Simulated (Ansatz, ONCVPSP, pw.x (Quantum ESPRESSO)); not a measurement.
## From atom to crystal: ONCV potential for Te

ONCVPSP 4.0.1.1 (patched build) input, shortened (lines: element, Z, core and valence counts, functional; n l f; lmax; l rc ep ncon nbas qcut; lloc lpopt rc5 dvloc0; l nproj debl; icmod fcfact rcfact), LDA (Perdew-Wang 92), scalar-relativistic:

```
  Te 52.00    9    2  -001012      upf
    1    0    2.00
    2    0    2.00
    2    1    6.00
    3    0    2.00
    3    1    6.00
    3    2   10.00
    4    0    2.00
    4    1    6.00
    4    2   10.00
    5    0    1.75
    5    1    4.25
    1
    0    1.95    0.00    4    7    3.20
    1    2.05    0.00    3    6    4.30
    4    4    1.80    3.00
    0    2    3.90
    1    2    3.90
    3    3.00    1.70
```

Atomic tests: cutoffs needed: 24 Ha and 31 Ha (the cutoffs (Ha) at which the residual kinetic energy of the hardest occupied pseudo-wave falls to 1 and 0.1 mHa per electron); ghost test: no bound ghost flagged; no localised positive-energy state flagged; largest excitation error: -386 meV (all-electron minus pseudo) for 5s2 5p1, out of 4 test configurations.

Crystal test: fcc Te in pw.x 7.5, no spin, 12³ k-points, Fermi–Dirac smearing 0.01 Ry, cutoffs 75/300 Ry. The reference is all-electron LAPW (Ansatz 0.2.0) with the same functional, mesh and smearing; V0 and B0 come from Birch–Murnaghan fits to the pressures at five volumes. Errors are pseudo minus all-electron; Δ is the rms difference of the E(V) curves that follow from these fits, minima aligned, over ±6 % about the mean V0. Mesh and smearing are coarse, so the numbers serve the comparison and aren't converged zero-temperature values; the lattice is a test structure that the element need not adopt.

All-electron: a0 = 4.733 Å (V0 = 26.50 Å³/atom), B0 = 66.2 GPa.

How far does the potential miss the all-electron equation of state?

mean pressure error (GPa): -12.37. The pressure does not cross zero within the volumes sampled, so no fit is given. This is a poor potential for the solid.

```tsv
V (Å³/atom)	P all-electron (GPa)	P pseudo (GPa)
25.065	4.19	-10.51
25.724	2.10	-11.31
26.384	0.29	-11.97
27.044	-1.29	-12.51
27.703	-2.66	-12.94
```

At the middle volume, how do free energy and pressure move when the wave cutoff is lowered (ecutrho kept at four times it)?

```tsv
cutoff (Ry)	shift of F (meV/atom)	shift of P (GPa)
34	+101.1	+0.01
45	+70.9	-0.96
60	+8.9	-0.43
```

The run at the middle volume (72 k-points, 6 iterations) took about 28 s on one core of a shared host (Neoverse-N1, 64 threads, 124 GiB, load 59).
